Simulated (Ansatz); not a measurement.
# Ti2C: the cost of one run

Method: DFT PBE, scalar-relativistic, plane waves, PAW, in Ansatz 0.2.0.

## Step 1: The system as given

The structure is tetragonal, space group P4/nmm (No. 129). The conventional cell has a = 3.699 Å, b = 3.699 Å, c = 5.644 Å, α = 90.00°, β = 90.00°, γ = 90.00°. Around Ti (site symmetry -4m2) lie 8 Ti at 2.40 to 2.62 Å and 4 C at 2.51 Å. Ti (site symmetry 4mm) is surrounded by 4 Ti at 2.40 Å and 5 C at 2.43 to 2.62 Å. C (site symmetry 4mm) has 9 Ti at 2.43 to 2.62 Å as nearest neighbours.

As a file:

```
Ti C
1.0
     3.69890    0.00000    0.00000
     0.00000    3.69890    0.00000
     0.00000    0.00000    5.64378
Ti C
4 2
Direct
  0.00000 0.00000 0.00000
  0.50000 0.50000 0.00000
  0.00000 0.50000 0.27000
  0.50000 0.00000 0.73000
  0.00000 0.50000 0.70000
  0.50000 0.00000 0.30000
```

(A quick probe on a coarse mesh, which set the mesh and smearing, is not shown.)

## Step 3: A loose first relaxation

input.yaml reads:

```yaml
crystal:
  lattice:
    - [3.6988973999, 0.0, 0.0]
    - [0.0, 3.6988973999, 0.0]
    - [0.0, 0.0, 5.6437835828]
  atoms:
    - { symbol: Ti, position: [0.0, 0.0, 0.0] }
    - { symbol: Ti, position: [0.5, 0.5, 0.0] }
    - { symbol: Ti, position: [0.0, 0.5, 0.27] }
    - { symbol: Ti, position: [0.5, 0.0, 0.73] }
    - { symbol: C, position: [0.0, 0.5, 0.7] }
    - { symbol: C, position: [0.5, 0.0, 0.3] }
basis:
  ecutwfc: 420
kpoints:
  mp_grid: { grid: [6, 6, 4] }
hamiltonian:
  xc: pbe
scf:
  occupations: { method: gaussian, width: 0.1 }
  lower_state_search: "off"
output:
  forces: true
  stress: true
  eigenvalues: true
relax:
  adjacent_minimum: "off"
  f_tol: 0.04
  max_steps: 70
  cell: { stress_tol: 0.4 }
```

Launch:

```
$ ansatz run input.yaml --threads 1 --pin off --max-ram 2560MiB --backend cpu --events-out ev --progress --plain --runs-dir out
```

**Question.** How long does this run take on 1 thread of Intel Xeon 6975P-C (Granite Rapids), shared host, and how much memory does it need?

About 31 s, with a peak of 0.41 GiB.
